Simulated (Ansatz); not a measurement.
## Ag under changes of volume

One of the cells (18.154 Å³/atom); the others are scaled copies at fixed shape and fractional positions:

```
CELL_PARAMETERS angstrom
-1.65565 1.65565 1.65565
1.65565 -1.65565 1.65565
1.65565 1.65565 -1.65565
ATOMIC_POSITIONS crystal
Ag 0.00000 0.00000 0.00000
```

This isn't the form of Ag at room conditions, which is fcc.

```yaml
Program: Ansatz 0.2.0
Functional: LDA
Potentials_or_basis: all-electron LAPW, scalar-relativistic
Cutoff: 244 eV (chosen from the basis error)
Basis_error_allowed: 0.001 eV/atom
k_mesh: 11 × 11 × 11
Occupations: fermi-dirac, width 0.05 eV
Spin: no spin polarisation
```

```csv
volume (Å³/atom),energy over the lowest point (meV/atom),pressure (GPa)
17.065,0.00,-6.5
17.428,16.85,-8.4
17.791,?,?
18.154,62.20,-11.5
18.517,89.62,-12.7
18.880,119.53,-13.7
19.243,151.61,-14.6
```

Q: What does the run at 17.791 Å³/atom give?

A: Energy over the lowest point 37.78 meV/atom; pressure -10.1 GPa.

Worked out: A Birch-Murnaghan fit of order 3 (a polynomial in V^(-2/3)) to the other rows has no minimum within the range. It gives 37.78 meV/atom at 17.791 Å³/atom, against the run's 37.78, and -dE/dV = -10.0 GPa, against -10.1.

Energies are extrapolated to zero smearing.
